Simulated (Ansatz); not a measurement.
# TaN (CsCl type): one cell, many starting occupations (series 2), part 2 of 2

Task: map the metastable states of TaN (CsCl type) by varying the start. Cell and atoms stay fixed. The start comes from a prototype table, not from a measured structure.

Ansatz 0.2.0; DFT PBE+U (U_eff = 1 eV on Ta d), plane waves, PAW, no spin–orbit coupling unless a run says so. Earlier steps stand in the parts before.

### 5 Random orbitals: fully mixed, one electron more

The input, input.yaml:

```yaml
crystal:
  lattice:
    - [2.73230769, 0.0, 0.0]
    - [0.0, 2.73230769, 0.0]
    - [0.0, 0.0, 5.46461538]
  atoms:
    - { symbol: Ta, position: [0.0, 0.0, 0.0], spin: 3.0 }
    - { symbol: "N", position: [0.5, 0.5, 0.25] }
    - { symbol: Ta, position: [0.0, 0.0, 0.5], spin: -3.0 }
    - { symbol: "N", position: [0.5, 0.5, 0.75] }
basis:
  ecutwfc: 420
  ecutrho_ratio: 4
kpoints:
  mp_grid: { grid: [7, 7, 4] }
hamiltonian:
  xc: pbe
  hubbard:
    sites:
      - { site: 0, l: d, u_eff: 1.0, starting_ns: [{ spin: up, occupation_matrix: s0up }, { spin: down, occupation_matrix: s0down }] }
      - { site: 2, l: d, u_eff: 1.0, starting_ns: [{ spin: up, occupation_matrix: s2up }, { spin: down, occupation_matrix: s2down }] }
    occupation_matrices:
      s0up:
        matrix:
          - [0.26595, 0.06617, -0.0496, -0.02102, 0.40728]
          - [0.06617, 0.84297, -0.3097, -0.02866, -0.05852]
          - [-0.0496, -0.3097, 0.14847, -0.08119, -0.02397]
          - [-0.02102, -0.02866, -0.08119, 0.96161, 0.00703]
          - [0.40728, -0.05852, -0.02397, 0.00703, 0.731]
      s0down:
        matrix:
          - [0.02, 0.0, 0.0, 0.0, 0.0]
          - [0.0, 0.02, 0.0, 0.0, 0.0]
          - [0.0, 0.0, 0.02, 0.0, 0.0]
          - [0.0, 0.0, 0.0, 0.02, 0.0]
          - [0.0, 0.0, 0.0, 0.0, 0.02]
      s2up:
        matrix:
          - [0.02, 0.0, 0.0, 0.0, 0.0]
          - [0.0, 0.02, 0.0, 0.0, 0.0]
          - [0.0, 0.0, 0.02, 0.0, 0.0]
          - [0.0, 0.0, 0.0, 0.02, 0.0]
          - [0.0, 0.0, 0.0, 0.0, 0.02]
      s2down:
        matrix:
          - [0.37959, -0.07762, 0.03036, -0.28177, -0.35492]
          - [-0.07762, 0.95097, -0.0862, -0.03021, -0.05786]
          - [0.03036, -0.0862, 0.04678, 0.08427, -0.09627]
          - [-0.28177, -0.03021, 0.08427, 0.83025, -0.16071]
          - [-0.35492, -0.05786, -0.09627, -0.16071, 0.74242]
    ns_hold: until_converged
scf:
  occupations: { method: gaussian, width: 0.05 }
  lower_state_search: "off"
  max_iter: 150
output:
  forces: true
  stress: true
  eigenvalues: true
  populations: true
  hubbard: { sites: [{ site: 0, l: d }, { site: 2, l: d }] }
magnetization:
  spin_polarized: true
```

The typed matrices are held until the SCF converges, then released.

Started as:

```bash
$ ansatz run input.yaml --threads 2 --pin off --max-ram 3072MiB --backend cpu --events-out ev --progress --plain --runs-dir out
```

Standard output (excerpt; [...] marks lines left out):

```text
Warning: crystal.symmetry: narrowed to the stabiliser of the occupation matrices — unitary ops 16 → 2, anti-unitary 16 → 0; lowered by the specified shells (site 0, l: d), (site 2, l: d); largest admitted image defect 4.4e-16, smallest excluded 1.9e-1 — at a splitting's scale: the group [...]
Warning: RAYON_NUM_THREADS=2 ignored (pool sized by the plan → 2); use --threads N
Ta: projections on atomic orbitals take those of the free atom [Kr 4d10 4f14] 5s2 5p6 5d3 6s2, of charge +0.00 (hamiltonian.pseudopotentials.projection_atoms); the dataset's partial waves leave at most 6.0e-5 of an orbital's norm unspanned inside its sphere
N: projections on atomic orbitals take those of the free atom [He] 2s2 2p3, of charge +0.00 (hamiltonian.pseudopotentials.projection_atoms); the dataset's partial waves leave at most 9.3e-9 of an orbital's norm unspanned inside its sphere
[...]
Pseudopotentials: kind: paw
Pseudopotential: Ta, paw, valence charge 13, recommended cutoff 420 eV (normal), Ta.paw.azcp
Pseudopotential: N, paw, valence charge 5, recommended cutoff 420 eV (normal), N.paw.azcp
Functional definition: PBE
[...]
Crystal: 4 atoms, lattice volume = 40.796 Å³
Basis set: ecut = 420 eV, 791 PW (Γ), exchange–correlation on 40×40×80 points (8 copies of the dense FFT grid, shifted against one another)
[...]
WARN: the starting moments were not kept: the SCF closed with an absolute magnetisation of 7.0e-6 μB, where they sum to 6 μB in size (2 sites). That is at most 0.1 of that sum. Measured as dr2_m measures the in/out step, that magnetisation stands 5.6e-12 eV from none, at or under the [...]
WARN: hamiltonian.hubbard: on 4 of 4 specified blocks the occupation matrix of this SCF's result fails the test of the specified filling. At site 0 ↑ (sites count from 0 in the list of atoms of the cell that this SCF solves) the least filled combination of the orbitals specified full has [...]
  Ta0 d_5D dn     Tr n = 1.8989  λ = 0.260 0.260 0.264 0.524 0.590  [2× xz 0.50 (T2g 1.00) T2g(1.00)/Eg(1.00) | xy 1.00 (T2g 1.00) T2g(1.00)/B2g(1.00) | x2-y2 1.00 (Eg 1.00) Eg(1.00)/B1g(1.00) | z2 1.00 (Eg 1.00) Eg(1.00)/A1g(1.00)]
  specified occupation → Ta0 d_5D up: matrix, ‖Δ‖_F = 1.1948, Tr Δ = +1.0511, displaced = 1.2728, d_λ = 0.9780; orbital distance = 1.4153
  specified occupation → Ta0 d_5D dn: matrix, ‖Δ‖_F = 0.8684, Tr Δ = -1.7989, displaced = 0.8994, d_λ = 0.8684; orbital distance = 0.0000
  Ta2 d_5D: site group Oh (m-3m); on the run's cell D4h (4/mmm)
  Ta2 d_5D up     Tr n = 1.8989  λ = 0.260 0.260 0.264 0.524 0.590  [2× xz 0.50 (T2g 1.00) T2g(1.00)/Eg(1.00) | xy 1.00 (T2g 1.00) T2g(1.00)/B2g(1.00) | x2-y2 1.00 (Eg 1.00) Eg(1.00)/B1g(1.00) | z2 1.00 (Eg 1.00) Eg(1.00)/A1g(1.00)]
  Ta2 d_5D dn     Tr n = 1.8989  λ = 0.260 0.260 0.264 0.524 0.590  [2× xz 0.50 (T2g 1.00) T2g(1.00)/Eg(1.00) | xy 1.00 (T2g 1.00) T2g(1.00)/B2g(1.00) | x2-y2 1.00 (Eg 1.00) Eg(1.00)/B1g(1.00) | z2 1.00 (Eg 1.00) Eg(1.00)/A1g(1.00)]
  specified occupation → Ta2 d_5D up: matrix, ‖Δ‖_F = 0.8684, Tr Δ = -1.7989, displaced = 0.8994, d_λ = 0.8684; orbital distance = 0.0000
  specified occupation → Ta2 d_5D dn: matrix, ‖Δ‖_F = 1.1924, Tr Δ = +1.0512, displaced = 1.2676, d_λ = 0.9780; orbital distance = 1.4200
  Tr n, λ and their labels are of the run-group-symmetrised matrices; stabiliser: 64 of 64 elements of G0×{1,Θ} (closed), max defect 2.2e-6 at τ = 1.7e-4
```

Wall time 37 s (2 threads of Arm Neoverse N1, shared host); peak memory 0.5 GiB.

It ends with no gap, pressure 8.3 GPa, no moment over 0.05 μB in any sphere, largest force component 0.00 eV/Å, 2 symmetry operations imposed. The program reports that the typed filling wasn't kept.

The shells' filling, with natural orbitals sorted by occupation:

| shell | channel | electrons | over 0.8 | 0.2 to 0.8 | under 0.2 |
| --- | --- | --- | --- | --- | --- |
| Ta 5d (atom 1) | up | 1.90 | 0 | 5 | 0 |
| Ta 5d (atom 1) | down | 1.90 | 0 | 5 | 0 |

### 6 Random orbitals: drawn by pairs, second filling

The input, input.yaml:

```yaml
crystal:
  lattice:
    - [2.73230769, 0.0, 0.0]
    - [0.0, 2.73230769, 0.0]
    - [0.0, 0.0, 5.46461538]
  atoms:
    - { symbol: Ta, position: [0.0, 0.0, 0.0], spin: 0.3 }
    - { symbol: "N", position: [0.5, 0.5, 0.25] }
    - { symbol: Ta, position: [0.0, 0.0, 0.5], spin: -0.3 }
    - { symbol: "N", position: [0.5, 0.5, 0.75] }
basis:
  ecutwfc: 420
  ecutrho_ratio: 4
kpoints:
  mp_grid: { grid: [7, 7, 4] }
hamiltonian:
  xc: pbe
  hubbard:
    sites:
      - { site: 0, l: d, u_eff: 1.0, starting_ns: [{ spin: up, occupation_matrix: s0up }, { spin: down, occupation_matrix: s0down }] }
      - { site: 2, l: d, u_eff: 1.0, starting_ns: [{ spin: up, occupation_matrix: s2up }, { spin: down, occupation_matrix: s2down }] }
    occupation_matrices:
      s0up:
        matrix:
          - [0.02, 0.0, 0.0, 0.0, 0.0]
          - [0.0, 0.02, 0.0, 0.0, 0.0]
          - [0.0, 0.0, 0.25587, 0.41042, 0.0]
          - [0.0, 0.0, 0.41042, 0.73413, 0.0]
          - [0.0, 0.0, 0.0, 0.0, 0.02]
      s0down:
        matrix:
          - [0.25587, 0.0, 0.41042, 0.0, 0.0]
          - [0.0, 0.02, 0.0, 0.0, 0.0]
          - [0.41042, 0.0, 0.73413, 0.0, 0.0]
          - [0.0, 0.0, 0.0, 0.02, 0.0]
          - [0.0, 0.0, 0.0, 0.0, 0.02]
      s2up:
        matrix:
          - [0.25587, 0.0, 0.41042, 0.0, 0.0]
          - [0.0, 0.02, 0.0, 0.0, 0.0]
          - [0.41042, 0.0, 0.73413, 0.0, 0.0]
          - [0.0, 0.0, 0.0, 0.02, 0.0]
          - [0.0, 0.0, 0.0, 0.0, 0.02]
      s2down:
        matrix:
          - [0.02, 0.0, 0.0, 0.0, 0.0]
          - [0.0, 0.02, 0.0, 0.0, 0.0]
          - [0.0, 0.0, 0.25587, 0.41042, 0.0]
          - [0.0, 0.0, 0.41042, 0.73413, 0.0]
          - [0.0, 0.0, 0.0, 0.0, 0.02]
    ns_hold: until_converged
scf:
  occupations: { method: gaussian, width: 0.05 }
  lower_state_search: "off"
  max_iter: 150
output:
  forces: true
  stress: true
  eigenvalues: true
  populations: true
  hubbard: { sites: [{ site: 0, l: d }, { site: 2, l: d }] }
magnetization:
  spin_polarized: true
```

The typed matrices are held until the SCF converges, then released.

Started as:

```bash
$ ansatz run input.yaml --threads 2 --pin off --max-ram 3072MiB --backend cpu --events-out ev --progress --plain --runs-dir out
```

Standard output (excerpt; [...] marks lines left out):

```text
Warning: crystal.symmetry: narrowed to the stabiliser of the occupation matrices — unitary ops 16 → 4, anti-unitary 16 → 4; lowered by the specified shells (site 0, l: d), (site 2, l: d); largest admitted image defect 2.2e-16, smallest excluded 7.1e-1 — at a splitting's scale: the group [...]
Warning: RAYON_NUM_THREADS=2 ignored (pool sized by the plan → 2); use --threads N
Ta: projections on atomic orbitals take those of the free atom [Kr 4d10 4f14] 5s2 5p6 5d3 6s2, of charge +0.00 (hamiltonian.pseudopotentials.projection_atoms); the dataset's partial waves leave at most 6.0e-5 of an orbital's norm unspanned inside its sphere
N: projections on atomic orbitals take those of the free atom [He] 2s2 2p3, of charge +0.00 (hamiltonian.pseudopotentials.projection_atoms); the dataset's partial waves leave at most 9.3e-9 of an orbital's norm unspanned inside its sphere
[...]
Pseudopotentials: kind: paw
Pseudopotential: Ta, paw, valence charge 13, recommended cutoff 420 eV (normal), Ta.paw.azcp
Pseudopotential: N, paw, valence charge 5, recommended cutoff 420 eV (normal), N.paw.azcp
Functional definition: PBE
[...]
Crystal: 4 atoms, lattice volume = 40.796 Å³
Basis set: ecut = 420 eV, 791 PW (Γ), exchange–correlation on 40×40×80 points (8 copies of the dense FFT grid, shifted against one another)
[...]
WARN: the starting moments were not kept: the SCF closed with an absolute magnetisation of 5.4e-6 μB, where they sum to 0.6 μB in size (2 sites). That is at most 0.1 of that sum. Measured as dr2_m measures the in/out step, that magnetisation stands 3.9e-12 eV from none, at or under the [...]
WARN: hamiltonian.hubbard: on 4 of 4 specified blocks the occupation matrix of this SCF's result fails the test of the specified filling. At site 0 ↑ (sites count from 0 in the list of atoms of the cell that this SCF solves) the least filled combination of the orbitals specified full has [...]
  Ta0 d_5D dn     Tr n = 1.8989  λ = 0.260 0.260 0.264 0.524 0.590  [2× xz 0.50 (T2g 1.00) T2g(1.00)/Eg(1.00) | xy 1.00 (T2g 1.00) T2g(1.00)/B2g(1.00) | x2-y2 1.00 (Eg 1.00) Eg(1.00)/B1g(1.00) | z2 1.00 (Eg 1.00) Eg(1.00)/A1g(1.00)]
  specified occupation → Ta0 d_5D up: matrix, ‖Δ‖_F = 0.9076, Tr Δ = -0.8489, displaced = 0.9516, d_λ = 0.7571; orbital distance = 1.4142
  specified occupation → Ta0 d_5D dn: matrix, ‖Δ‖_F = 1.0221, Tr Δ = -0.8489, displaced = 1.0702, d_λ = 0.7571; orbital distance = 1.2261
  Ta2 d_5D: site group Oh (m-3m); on the run's cell D4h (4/mmm)
  Ta2 d_5D up     Tr n = 1.8989  λ = 0.260 0.260 0.264 0.524 0.590  [2× xz 0.50 (T2g 1.00) T2g(1.00)/Eg(1.00) | xy 1.00 (T2g 1.00) T2g(1.00)/B2g(1.00) | x2-y2 1.00 (Eg 1.00) Eg(1.00)/B1g(1.00) | z2 1.00 (Eg 1.00) Eg(1.00)/A1g(1.00)]
  Ta2 d_5D dn     Tr n = 1.8989  λ = 0.260 0.260 0.264 0.524 0.590  [2× xz 0.50 (T2g 1.00) T2g(1.00)/Eg(1.00) | xy 1.00 (T2g 1.00) T2g(1.00)/B2g(1.00) | x2-y2 1.00 (Eg 1.00) Eg(1.00)/B1g(1.00) | z2 1.00 (Eg 1.00) Eg(1.00)/A1g(1.00)]
  specified occupation → Ta2 d_5D up: matrix, ‖Δ‖_F = 1.0221, Tr Δ = -0.8489, displaced = 1.0702, d_λ = 0.7571; orbital distance = 1.2261
  specified occupation → Ta2 d_5D dn: matrix, ‖Δ‖_F = 0.9076, Tr Δ = -0.8489, displaced = 0.9516, d_λ = 0.7571; orbital distance = 1.4142
  Tr n, λ and their labels are of the run-group-symmetrised matrices; stabiliser: 64 of 64 elements of G0×{1,Θ} (closed), max defect 2.1e-6 at τ = 1.6e-4
```

Wall time 12 s (2 threads of Arm Neoverse N1, shared host); peak memory 0.42 GiB.

It ends with no gap, pressure 8.3 GPa, no moment over 0.05 μB in any sphere, largest force component 0.00 eV/Å, 4 symmetry operations imposed. The program reports that the typed filling wasn't kept.

The shells' filling, with natural orbitals sorted by occupation:

| shell | channel | electrons | over 0.8 | 0.2 to 0.8 | under 0.2 |
| --- | --- | --- | --- | --- | --- |
| Ta 5d (atom 1) | up | 1.90 | 0 | 5 | 0 |
| Ta 5d (atom 1) | down | 1.90 | 0 | 5 | 0 |

### 7 All runs side by side

This closing draws on all 2 parts.

Energies count from the lowest free state and have the smearing extrapolated to zero.

| start | energy (meV/atom) | gap (eV) | pressure (GPa) | largest moment (μB) | SCF cycles | time |
| --- | --- | --- | --- | --- | --- | --- |
| random orbitals: single harmonics, first filling (earlier series) | 0.0 | metal | 8.3 | 0.00 | 15 | 12 s |
| random orbitals: fully mixed, one electron more | 0.0 | metal | 8.3 | 0.00 | 25 | 37 s |
| random orbitals: drawn by pairs, second filling | 0.0 | metal | 8.3 | 0.00 | 23 | 12 s |
| random orbitals: single harmonics, second filling | 0.0 | metal | 8.3 | 0.00 | 25 | 17 s |
| random orbitals: single harmonics, first filling | 0.0 | metal | 8.3 | 0.00 | 23 | 9.8 s |
| random orbitals: fully mixed, first filling | 0.0 | metal | 8.3 | 0.00 | 22 | 33 s |

The 6 free runs end within about 1 meV/atom of each other. The lowest state found need not be the ground state, and the geometry wasn't relaxed for any of them. Spin–orbit coupling is left out.
